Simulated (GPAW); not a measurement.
# W in GPAW: the effect of strain hydrostatic

The system is W.

```
CELL_PARAMETERS angstrom
-1.51905 1.51905 1.51905
1.51905 -1.51905 1.51905
1.51905 1.51905 -1.51905
ATOMIC_POSITIONS crystal
W 0.00000 0.00000 0.00000
```

Alike in all runs:

* Program: GPAW 26.7.0
* Task: single point
* Functional: PBEsol
* Potentials or basis: PAW data sets generated in the run's folder for this functional
* Cutoff: 600 eV
* Basis: pw
* k mesh: 12 × 12 × 12
* Occupations: fermi-dirac, width 0.05 eV
* Spin: no spin polarisation
* Maxiter: 150

Problem. One run gave: pressure -19.4 GPa. Which strain hydrostatic did it use?
A. -0.04
B. 0.02
C. 0
D. 0.01
E. -0.02

Solution. B.

```csv
strain hydrostatic,pressure (GPa)
-0.04,44.0
-0.02,17.5
-0.01,6.5
0,-3.3
0.01,-11.9
0.02,-19.4
0.04,-31.7
```

Caveats: the density grid can change from cell to cell, which puts small steps into energies and stress; the cell as given lies far from equilibrium (some runs).
